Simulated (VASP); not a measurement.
# MgO (P-6m2) in VASP: a series of runs

The runs below take MgO through single point, relaxation of cell and atoms, with PBE, r2SCAN50.

All numbers are computed with VASP 6.6.1; they aren't measurements. Logs are shortened: lines on timing, memory, paths and dates and some standing lists are left out, and cuts for length are marked.

### Step 1. The structure

Symmetry: P-6m2, No. 187, hexagonal system. Conventional cell: a = 2.938 Å, b = 2.938 Å, c = 2.680 Å, α = 90.00°, β = 90.00°, γ = 120.00°. Mg (site symmetry -6m2) is surrounded by 6 O at 2.16 Å. Around O (site symmetry -6m2) lie 6 Mg at 2.16 Å.

Measurements of this composition are mostly on another form, of space group No. 225.

### Step 2. Single point, PBE

Contents of INCAR:

```
SYSTEM = MgO
PREC = Accurate
ENCUT = 450
EDIFF = 1E-7
ISMEAR = 0
SIGMA = 0.02
LREAL = .FALSE.
LASPH = .TRUE.
NELM = 100
ALGO = Fast
ISIF = 2
LWAVE = .FALSE.
LCHARG = .TRUE.
GGA = PE
LELF = .TRUE.
LVHAR = .TRUE.
```

Contents of KPOINTS:

```
regular mesh
0
G
  5 5 5
  0 0 0
```

Contents of POSCAR:

```
MgO
1.0
    2.9380209034      0.0000000000      0.0000000000
   -1.4690104517      2.5444007392      0.0000000000
    0.0000000000      0.0000000000      2.6796800000
Mg O
1 1
Direct
    0.0000000000      0.0000000000      0.0000000000
    0.3333333333      0.6666666667      0.5000000000
```

Potentials or basis: VASP PAW PBE potentials, release 64 (Mg_GW, O_GW).

Run with:

```bash
$ cat potpaw_PBE.64/Mg_GW/POTCAR potpaw_PBE.64/O_GW/POTCAR > POTCAR
$ mpirun -np 1 vasp_std > vasp.out
```

OUTCAR:

```text
SYSTEM = MgO
   PREC = Accurate
   ENCUT = 450
   EDIFF = 1E-7
   ISMEAR = 0
   LREAL = .FALSE.
   LASPH = .TRUE.
   NELM = 100
   ISIF = 2
   GGA = PE

 ion  position               nearest neighbor table
   1  0.000  0.000  0.000-   2 2.16   2 2.16   2 2.16   2 2.16   2 2.16   2 2.16
   2  0.333  0.667  0.500-   1 2.16   1 2.16   1 2.16   1 2.16   1 2.16   1 2.16

  LATTYP: Found a hexagonal cell.
 ALAT       =     2.9380209034
 C/A-ratio  =     0.9120697531

  Lattice vectors:

 A1 = (   2.9380209034,   0.0000000000,   0.0000000000)
 A2 = (  -1.4690104517,   2.5444007392,   0.0000000000)
 A3 = (   0.0000000000,   0.0000000000,   2.6796800000)

Analysis of symmetry for initial positions (statically):
=====================================================================
 Subroutine PRICEL returns:
 Original cell was already a primitive cell.

 Routine SETGRP: Setting up the symmetry group for a
 hexagonal supercell.

 Subroutine GETGRP returns: Found 12 space group operations
 (whereof 12 operations were pure point group operations)
 out of a pool of 24 trial point group operations.

The static configuration has the point symmetry D_3h.

Analysis of symmetry for dynamics (positions and initial velocities):
=====================================================================
 Subroutine PRICEL returns:
 Original cell was already a primitive cell.

 Routine SETGRP: Setting up the symmetry group for a
 hexagonal supercell.

 Subroutine GETGRP returns: Found 12 space group operations
 (whereof 12 operations were pure point group operations)
 out of a pool of 24 trial point group operations.

The dynamic configuration has the point symmetry D_3h.

 Subroutine INISYM returns: Found 12 space group operations
 (whereof 12 operations are pure point group operations),
 and found     1 'primitive' translations

----------------------------------------------------------------------------------------

                                     Primitive cell

  volume of cell :      20.0320

  direct lattice vectors                    reciprocal lattice vectors
     2.938020903  0.000000000  0.000000000     0.340365175  0.196509926  0.000000000
    -1.469010452  2.544400739  0.000000000     0.000000000  0.393019851  0.000000000
     0.000000000  0.000000000  2.679680000     0.000000000  0.000000000  0.373178887

  length of vectors
     2.938020903  2.938020903  2.679680000     0.393019851  0.393019851  0.373178887

  position of ions in fractional coordinates (direct lattice)
     0.000000000  0.000000000  0.000000000
     0.333333333  0.666666667  0.500000000

  ion indices of the primitive-cell ions
   primitive index   ion index
                 1           1
                 2           2

----------------------------------------------------------------------------------------

 KPOINTS: regular mesh

Automatic generation of k-mesh.
 Grid dimensions read from file:
 generate k-points for:    5    5    5

 Generating k-lattice:

  Cartesian coordinates                     Fractional coordinates (reciprocal lattice)
     0.068073035  0.039301985  0.000000000     0.200000000 -0.000000000  0.000000000
     0.000000000  0.078603970  0.000000000     0.000000000  0.200000000  0.000000000
     0.000000000  0.000000000  0.074635777     0.000000000  0.000000000  0.200000000

  Length of vectors
     0.078603970  0.078603970  0.074635777

  Shift w.r.t. Gamma in fractional coordinates (k-lattice)
     0.000000000  0.000000000  0.000000000

 Subroutine IBZKPT returns following result:
 ===========================================

 Found     15 irreducible k-points:

 Following reciprocal coordinates:
            Coordinates               Weight
  0.000000  0.000000  0.000000      1.000000
  0.200000  0.000000  0.000000      6.000000
  0.400000  0.000000  0.000000      6.000000
  0.200000  0.200000  0.000000      6.000000
  0.400000  0.200000  0.000000      6.000000
  0.000000  0.000000  0.200000      2.000000
  0.200000  0.000000  0.200000     12.000000
  0.400000  0.000000  0.200000     12.000000
  0.200000  0.200000  0.200000     12.000000
  0.400000  0.200000  0.200000     12.000000
  0.000000  0.000000  0.400000      2.000000
  0.200000  0.000000  0.400000     12.000000
  0.400000  0.000000  0.400000     12.000000
  0.200000  0.200000  0.400000     12.000000
  0.400000  0.200000  0.400000     12.000000
   k-points           NKPTS =     15   k-points in BZ     NKDIM =     15   number of bands    NBANDS=      8
   number of dos      NEDOS =    301   number of ions     NIONS =      2
   total plane-waves  NPLWV =   8000
   dimension x,y,z NGX =    20 NGY =   20 NGZ =   20
   dimension x,y,z NGXF=    40 NGYF=   40 NGZF=   40
   ions per type =               1   1
   NGX,Y,Z   is equivalent  to a cutoff of  11.32, 11.32, 12.41 a.u.
   NGXF,Y,Z  is equivalent  to a cutoff of  22.63, 22.63, 24.82 a.u.
 SYSTEM =  MgO
   PREC   = accura    normal or accurate (medium, high low for compatibility)
   ISTART =      0    job   : 0-new  1-cont  2-samecut
   ICHARG =      2    charge: 1-file 2-atom 10-const
   ISPIN  =      1    spin polarized calculation?
   LNONCOLLINEAR =      F non collinear calculations
   LSORBIT =      F    spin-orbit coupling
   LASPH  =      T    aspherical Exc in radial PAW
   ENCUT  =  450.0 eV  33.07 Ry    5.75 a.u.   5.08  5.08  4.63*2*pi/ulx,y,z
   NELM   =    100;   NELMIN=  2; NELMDL= -5     # of ELM steps
   EDIFF  = 0.1E-06   stopping-criterion for ELM
   LREAL  =      F    real-space projection
   EDIFFG = 0.1E-05   stopping-criterion for IOM
   NSW    =      0    number of steps for IOM
   IBRION =     -1    ionic relax: 0-MD 1-quasi-New 2-CG
   NFREE  =      0    steps in history (QN), initial steepest desc. (CG)
   ISIF   =      2    stress and relaxation
   ISYM   =      2    0-nonsym 1-usesym 2-fastsym
   POTIM  = 0.5000    time-step for ionic-motion
   TEBEG  =    0.0;   TEEND  =   0.0 temperature during run
   PSTRESS=    0.0 pullay stress
   NELECT =       8.0000    total number of electrons
   NUPDOWN=      -1.0000    fix difference up-down
   EMIN   =  10.00;   EMAX   =-10.00  energy-range for DOS
   EFERMI =   0.00;   METHOD = LEGACY
   ISMEAR =     0;   SIGMA  =   0.02  broadening in eV -4-tet -1-fermi 0-gaus
   EFERMI_NEDOS =   21; number of points for ismear=-14 and -15
   IALGO  =     68    algorithm
   IMIX   =      4    mixing-type and parameters
     AMIX     =   0.40;   BMIX     =  1.00
     AMIX_MAG =   1.60;   BMIX_MAG =  1.00
  volume/ion in A,a.u.               =      10.02        67.59
  Fermi-wavevector in a.u.,A,eV,Ry     =   1.205583  2.278221 19.775115  1.453430
  Thomas-Fermi vector in A             =   2.341275
   LORBIT       =      0    0 simple, 1 ext, 2 COOP (PROOUT), +10 PAW based schemes
   GGA     = PE    functional components
   LHFCALC =     F    Hartree Fock is set to
   AEXX    =    0.0000 exact exchange contribution
   IVDW    =     0    specifies the selected vdW correction
   LEPSILON=     F    determine dielectric tensor
   LRPA    =     F    only Hartree local field effects (RPA)
 non-spin polarized calculation
 RMM-DIIS sequential band-by-band and
 Gauss-broadening in eV      SIGMA  =   0.02
  energy-cutoff  :      450.00
  volume of cell :       20.03
 maximum number of plane-waves:       448
   NGX = 11   NGY = 11   NGZ =  9

 number of electron       7.9999994 magnetization

 Free energy of the ion-electron system (eV)
  ---------------------------------------------------
  ext. energy  EPLUGINS =         0.00000000
  ---------------------------------------------------
  free energy    TOTEN  =       -11.23884505 eV

  energy without entropy =      -11.23884505  energy(sigma->0) =      -11.23884505

 E-fermi :   3.3788     XC(G=0): -10.7316

 val. band max:        3.2908705254   @ k =   0.4000   0.2000   0.0000
 cond. band min:       6.3024071352   @ k =   0.0000   0.0000   0.0000
 fundamental gap:      3.0115366099
 Fermi energy:         3.3787756770

 k-point     1 :       0.0000    0.0000    0.0000
  band No.  band energies     occupation
      1     -14.1275      2.00000
      2       2.7084      2.00000
      3       2.7084      2.00000
      4       2.9073      2.00000
      5       6.3024      0.00000
      6      15.1783      0.00000
      7      18.8390      0.00000
      8      18.8390      0.00000

 k-point     2 :       0.2000    0.0000    0.0000
  band No.  band energies     occupation
      1     -13.8036      2.00000
      2       0.7853      2.00000
      3       2.4448      2.00000
      4       3.0241      2.00000
      5       8.1047      0.00000
      6      14.7237      0.00000
      7      17.1474      0.00000
      8      19.7279      0.00000

 k-point     3 :       0.4000    0.0000    0.0000
  band No.  band energies     occupation
      1     -13.2079      2.00000
      2      -1.2626      2.00000
      3       2.0582      2.00000
      4       3.2262      2.00000
      5       9.7535      0.00000
      6      13.7131      0.00000
      7      16.7086      0.00000
      8      20.8830      0.00000

 k-point     4 :       0.2000    0.2000    0.0000
  band No.  band energies     occupation
      1     -13.3342      2.00000
      2      -0.5566      2.00000
      3       1.5201      2.00000
      4       3.1863      2.00000
      5      10.0030      0.00000
      6      13.7823      0.00000
      7      16.9314      0.00000
      8      20.3613      0.00000

 k-point     5 :       0.4000    0.2000    0.0000
  band No.  band energies     occupation
      1     -13.0141      2.00000
      2      -1.1153      2.00000
      3       0.7441      2.00000
      4       3.2909      2.00000
      5      11.1565      0.00000
      6      13.9785      0.00000
      7      15.7545      0.00000
      8      21.8751      0.00000
[... 78 lines left out ...]
 k-point    13 :       0.4000    0.0000    0.4000
  band No.  band energies     occupation
      1     -12.4996      2.00000
      2      -0.3306      2.00000
      3       0.0901      2.00000
      4       2.4992      2.00000
      5       9.6974      0.00000
      6      14.2465      0.00000
      7      17.6450      0.00000
      8      18.3753      0.00000

 k-point    14 :       0.2000    0.2000    0.4000
  band No.  band energies     occupation
      1     -12.5894      2.00000
      2      -0.5206      2.00000
      3       0.6809      2.00000
      4       2.1463      2.00000
      5      10.1812      0.00000
      6      15.0921      0.00000
      7      16.2798      0.00000
      8      18.0724      0.00000

 k-point    15 :       0.4000    0.2000    0.4000
  band No.  band energies     occupation
      1     -12.3571      2.00000
      2       0.0071      2.00000
      3       0.1252      2.00000
      4       1.5433      2.00000
      5       9.7504      0.00000
      6      14.5205      0.00000
      7      16.4579      0.00000
      8      18.0565      0.00000

------------------------ aborting loop because EDIFF is reached ----------------------------------------

  FORCE on cell =-STRESS in cart. coord.  units (eV):
  Direction    XX          YY          ZZ          XY          YZ          ZX
  --------------------------------------------------------------------------------------
  -------------------------------------------------------------------------------------
  Total       -0.3926542     -0.3926542     -0.4070592      0.0000000     -0.0000000      0.0000000
  in kB      -31.4049087    -31.4049087    -32.5570300      0.0000000     -0.0000000      0.0000000
  external PRESSURE =     -31.7889492 kB  Pullay stress =       0.0000000 kB

 VOLUME and BASIS-vectors are now :
 -----------------------------------------------------------------------------
  energy-cutoff  :      450.00
  volume of cell :       20.03
      direct lattice vectors                 reciprocal lattice vectors
     2.938020903  0.000000000  0.000000000     0.340365175  0.196509926  0.000000000
    -1.469010452  2.544400739  0.000000000     0.000000000  0.393019851  0.000000000
     0.000000000  0.000000000  2.679680000     0.000000000  0.000000000  0.373178887

 POSITION                                       TOTAL-FORCE (eV/Angst)
 -----------------------------------------------------------------------------------
      0.00000      0.00000      0.00000        -0.000000     -0.000000      0.000000
     -0.00000      1.69627      1.33984         0.000000      0.000000      0.000000
 -----------------------------------------------------------------------------------
    total drift:                               -0.000001      0.000000     -0.000000

  FREE ENERGIE OF THE ION-ELECTRON SYSTEM (eV)
  ---------------------------------------------------
  free  energy   TOTEN  =       -11.2388450496 eV

  energy  without entropy=      -11.2388450496  energy(sigma->0) =      -11.23884505
```

It took 3.5 s on 1 thread of Intel Xeon Platinum 8488C (Sapphire Rapids), shared host; peak memory 0.11 GiB.

What came out:

```yaml
Free_energy: -11.2388 eV
Band_gap_on_the_k_mesh: 3.01 eV, indirect (least direct gap 3.40 eV)
```

Levels at points of the mesh, in eV from the valence-band top:
```csv
k point,band 1,band 2,band 3,band 4,band 5,band 6,band 7,band 8
"(0.00, 0.00, 0.00)",-17.42,-0.58,-0.58,-0.38,3.01,11.89,15.55,15.55
```

Caveat: the k mesh is coarse (spacing up to 0.49 Å⁻¹), so the values aren't converged; the cutoff is under 1.25 times the usual one of these potentials, so pressure, stress and relaxed cells hold a basis-set (Pulay) error; an odd mesh through Γ misses points on the zone boundary, where band edges often lie.

### Step 3. Single point, PBE

Contents of INCAR:

```
SYSTEM = MgO
PREC     = Accurate       ! precision mode
ENCUT    = 500            ! plane-wave cutoff, eV
EDIFF    = 1E-6           ! SCF threshold, eV
ISMEAR   = 0              ! smearing method
SIGMA    = 0.02           ! smearing width, eV
LREAL    = .FALSE.        ! projectors in reciprocal space
LASPH    = .TRUE.         ! aspherical terms in the spheres
NELM     = 80             ! most SCF steps
ALGO     = Normal         ! electronic algorithm
ISIF     = 2              ! what is computed and relaxed
LWAVE    = .FALSE.        ! write WAVECAR
LCHARG   = .FALSE.        ! write CHGCAR
GGA      = PE             ! functional
```

Contents of KPOINTS:

```
Automatic mesh
0
G
  7 7 6
  0 0 0
```

POSCAR is that of step 2.

Potentials or basis: VASP PAW PBE potentials, release 64 (Mg_GW, O_GW).

Run with:

```bash
$ cat potpaw_PBE.64/Mg_GW/POTCAR potpaw_PBE.64/O_GW/POTCAR > POTCAR
$ mpirun -np 1 vasp_std > vasp.out
```

It took 6.9 s on 1 thread of Intel Xeon Platinum 8559C (Emerald Rapids), shared host; peak memory 0.12 GiB.

The run converged. Its results:

```
Free energy            : -11.2504 eV
Pressure               : -1.3 GPa
Band gap on the k mesh : 3.01 eV, indirect (least direct gap 3.40 eV)
```

Stress tensor (GPa, compression positive):
```
-1.23  0.00  0.00
 0.00 -1.23  0.00
 0.00  0.00 -1.34
```

Levels at points of the mesh, in eV from the valence-band top:
| k point | band 2 | band 3 | band 4 | band 5 | band 6 | band 7 |
| --- | --- | --- | --- | --- | --- | --- |
| (0.00, 0.00, 0.00) | -0.59 | -0.59 | -0.39 | 3.01 | 11.89 | 15.55 |
| (0.00, 0.00, 0.50) | -5.33 | -0.08 | -0.08 | 8.29 | 9.02 | 17.57 |

Caveat: the cutoff is under 1.25 times the usual one of these potentials, so pressure, stress and relaxed cells hold a basis-set (Pulay) error; an odd mesh through Γ misses points on the zone boundary, where band edges often lie.

(Continued in part 2 of 2.)
